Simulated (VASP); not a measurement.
# NaH (Fm-3m) in VASP: a series of runs, part 2 of 2

VASP 6.6.1. Earlier steps stand in the parts before.

### 3 Relaxation of cell and atoms, PBE

This run uses another cell than the first one, of 14.53 Å³/atom, 1.030 times its volume.

The input, INCAR:

```
  ALGO = Normal
  EDIFF = 1E-6
  EDIFFG = -0.005
  ENCUT = 600
  GGA = PE
  IBRION = 2
  ISIF = 3
  ISMEAR = 0
  LASPH = T
  LCHARG = F
  LREAL = F
  LWAVE = F
  NELM = 60
  NSW = 100
  PREC = Accurate
  SIGMA = 0.02
```

The input, KPOINTS:

```
k-points
0
Gamma
  8 8 8
```

The input, POSCAR:

```
NaH
1.0
    0.0000000000      2.4400000000      2.4400000000
    2.4400000000      0.0000000000      2.4400000000
    2.4400000000      2.4400000000      0.0000000000
Na H
1 1
Direct
    0.0000000000      0.0000000000      0.0000000000
    0.5000000000      0.5000000000      0.5000000000
```

Potentials or basis: VASP PAW PBE potentials, release 64 (Na_pv, H).

On the command line:

```console
cat potpaw_PBE.64/Na_pv/POTCAR potpaw_PBE.64/H/POTCAR > POTCAR
mpirun -np 1 vasp_std > vasp.out
```

OUTCAR:

```text
EDIFF = 1E-6
   EDIFFG = -0.005
   ENCUT = 600
   GGA = PE
   IBRION = 2
   ISIF = 3
   ISMEAR = 0
   LASPH = T
   LREAL = F
   NELM = 60
   NSW = 100
   PREC = Accurate

 ion  position               nearest neighbor table
   1  0.000  0.000  0.000-
   2  0.500  0.500  0.500-

  LATTYP: Found a face centered cubic cell.
 ALAT       =     4.8800000000

  Lattice vectors:

 A1 = (   0.0000000000,   2.4400000000,   2.4400000000)
 A2 = (   2.4400000000,   0.0000000000,   2.4400000000)
 A3 = (   2.4400000000,   2.4400000000,   0.0000000000)

Analysis of symmetry for initial positions (statically):
=====================================================================
 Subroutine PRICEL returns:
 Original cell was already a primitive cell.

 Routine SETGRP: Setting up the symmetry group for a
 face centered cubic supercell.

 Subroutine GETGRP returns: Found 48 space group operations
 (whereof 48 operations were pure point group operations)
 out of a pool of 48 trial point group operations.

The static configuration has the point symmetry O_h .

Analysis of symmetry for dynamics (positions and initial velocities):
=====================================================================
 Subroutine PRICEL returns:
 Original cell was already a primitive cell.

 Routine SETGRP: Setting up the symmetry group for a
 face centered cubic supercell.
[... 297 lines left out ...]
--------------------------------------- Ionic step        5  -------------------------------------------

 number of electron       7.9999999 magnetization

 Free energy of the ion-electron system (eV)
  ---------------------------------------------------
  ext. energy  EPLUGINS =         0.00000000
  ---------------------------------------------------
  free energy    TOTEN  =        -5.08809112 eV

  energy without entropy =       -5.08809112  energy(sigma->0) =       -5.08809112

 E-fermi :  -1.0314     XC(G=0):  -7.7663

 val. band max:       -1.1176680594   @ k =  -0.2500   0.5000   0.2500
 cond. band min:       2.6412892856   @ k =   0.5000   0.0000   0.0000
 fundamental gap:      3.7589573450
 Fermi energy:        -1.0314111049

 k-point     1 :       0.0000    0.0000    0.0000
  band No.  band energies     occupation
      1     -23.2216      2.00000
      2     -23.2216      2.00000
      3     -23.2216      2.00000
      4      -4.7319      2.00000
      5       9.2905      0.00000
      6      14.4773      0.00000
      7      14.4773      0.00000
      8      14.4773      0.00000
[... 243 lines left out ...]
 k-point    24 :      -0.3750    0.2500    0.1250
  band No.  band energies     occupation
      1     -23.3005      2.00000
      2     -23.2559      2.00000
      3     -23.2403      2.00000
      4      -1.6000      2.00000
      5       3.4246      0.00000
      6       6.6978      0.00000
      7       9.8924      0.00000
      8      13.7929      0.00000

 [... further k-points ...]

------------------------ aborting loop because EDIFF is reached ----------------------------------------

  FORCE on cell =-STRESS in cart. coord.  units (eV):
  Direction    XX          YY          ZZ          XY          YZ          ZX
  --------------------------------------------------------------------------------------
  -------------------------------------------------------------------------------------
  Total       -0.0072068     -0.0072068     -0.0072068     -0.0000000     -0.0000000      0.0000000
  in kB       -0.4088061     -0.4088061     -0.4088061     -0.0000000     -0.0000000      0.0000000
  external PRESSURE =      -0.4088061 kB  Pullay stress =       0.0000000 kB
[... 17 lines left out ...]
  FREE ENERGIE OF THE ION-ELECTRON SYSTEM (eV)
  ---------------------------------------------------
  free  energy   TOTEN  =        -5.0880911161 eV

  energy  without entropy=       -5.0880911161  energy(sigma->0) =       -5.08809112

 reached required accuracy - stopping structural energy minimisation
```

CONTCAR:

```text
NaH
   1.00000000000000
     0.0000000000000000    2.4171401873417815    2.4171401873417815
     2.4171401873417815    0.0000000000000000    2.4171401873417815
     2.4171401873417815    2.4171401873417815    0.0000000000000000
  Na              H
     1     1
Direct
     0.0000000000000000    0.0000000000000000    0.0000000000000000
     0.5000000000000000    0.5000000000000000    0.5000000000000000

  0.00000000E+00  0.00000000E+00  0.00000000E+00
  0.00000000E+00  0.00000000E+00  0.00000000E+00
```

Run time: 11 s. Hardware: 1 thread of Intel Xeon 6975P-C (Granite Rapids), shared host; peak memory 0.15 GiB.

Results:

- Free energy: -5.0881 eV
- Relaxed volume: 14.12 Å³/atom
- Relaxed cell: a = 3.418 Å, b = 3.418 Å, c = 3.418 Å, α = 60.00°, β = 60.00°, γ = 60.00°
- Space group after relaxing (to 0.05 Å): Fm-3m (No. 225)
- Energy gained by relaxing: 0.9 meV/atom
- Ionic steps: 5
- Pressure after relaxing: 0.0 GPa
- Band gap on the k mesh: 3.76 eV, indirect (least direct gap 4.61 eV)

Step by step:
| step | energy change (eV) | largest force (eV/Å) | pressure (GPa) | volume (Å³) |
| --- | --- | --- | --- | --- |
| 1 | 0.0000 | 0.0000 | -0.64 | 29.05 |
| 2 | -0.0008 | 0.0000 | -0.46 | 28.81 |
| 3 | -0.0016 | 0.0000 | -0.17 | 28.45 |
| 4 | -0.0011 | 0.0000 | 0.43 | 27.75 |
| 5 | -0.0017 | 0.0000 | -0.04 | 28.24 |

Final structure:
```
Na H
1.0
     0.00000    2.41714    2.41714
     2.41714    0.00000    2.41714
     2.41714    2.41714    0.00000
Na H
1 1
Cartesian
  0.0000 0.0000 0.0000
  2.4171 2.4171 2.4171
```

Levels at points of the mesh, in eV from the valence-band top:
```
           k point  band 1  band 2  band 3  band 4  band 5  band 6  band 7  band 8
(0.00, 0.00, 0.00)  -22.10  -22.10  -22.10   -3.61   10.41   15.59   15.59   15.59
(0.50, 0.00, 0.00)  -22.20  -22.12  -22.12   -0.86    3.76   10.77   13.38   13.38
(0.50, 0.50, 0.00)  -22.19  -22.14  -22.14   -0.18    4.64   10.03   10.67   10.67
```

A k mesh can miss the band edges.

### 4 Single point, PBE

This run uses another cell than the first one, of 14.53 Å³/atom, 1.030 times its volume.

The input, INCAR:

```
PREC = Accurate
ENCUT = 520
EDIFF = 1E-6
ISMEAR = 0
SIGMA = 0.1
LREAL = F
LASPH = T
NELM = 80
ALGO = Normal
ISIF = 2
LWAVE = F
LCHARG = F
GGA = PE
NBANDS = 11
```

The input, KPOINTS:

```
Automatic mesh
0
Gamma
  6 6 6
```

POSCAR is that of step 3.

On the command line:

```console
cat potpaw_PBE.64/Na_pv/POTCAR potpaw_PBE.64/H/POTCAR > POTCAR
mpirun -np 1 vasp_std > vasp.out
```

Wall time 4.6 s (1 thread of Intel Xeon 6975P-C (Granite Rapids), shared host); peak memory 0.14 GiB.

The run converged. Its results:

- Free energy: -5.0861 eV
- Pressure: -0.7 GPa
- Band gap on the k mesh: 3.76 eV, indirect (least direct gap 4.55 eV)

Levels at points of the mesh, in eV from the valence-band top:
```
           k point  band 1  band 2  band 3  band 4  band 5  band 6  band 7  band 8  band 9
(0.00, 0.00, 0.00)  -22.11  -22.11  -22.11   -3.49   10.21   15.43   15.43   15.43   16.22
(0.50, 0.00, 0.00)  -22.20  -22.12  -22.12   -0.80    3.76   10.63   13.25   13.25   16.10
(0.50, 0.50, 0.00)  -22.19  -22.14  -22.14   -0.13    4.62    9.97   10.54   10.54   11.51
```

A k mesh can miss the band edges. As with any semilocal functional, this PBE gap is likely too small.

### 5 Summary

| task | cell | k mesh | cutoff (eV) | smearing | gap on the mesh (eV) | pressure (GPa) |
| --- | --- | --- | --- | --- | --- | --- |
| single point | Fm-3m, 14.1 Å³/atom | 8 × 8 × 8 | 520 | gaussian 0.02 eV | 3.76 | 0.0 |
| relaxation of cell and atoms | relaxed | 8 × 8 × 8 | 600 | gaussian 0.02 eV | 3.76 | 0.0 |
| single point | Fm-3m, 14.53 Å³/atom | 6 × 6 × 6 | 520 | gaussian 0.1 eV | 3.76 | -0.7 |

Alike in all rows: level PBE; potentials or basis VASP PAW PBE potentials, release 64 (Na_pv, H); no spin polarisation.

Absolute energies hang on the potentials; compare differences alone.
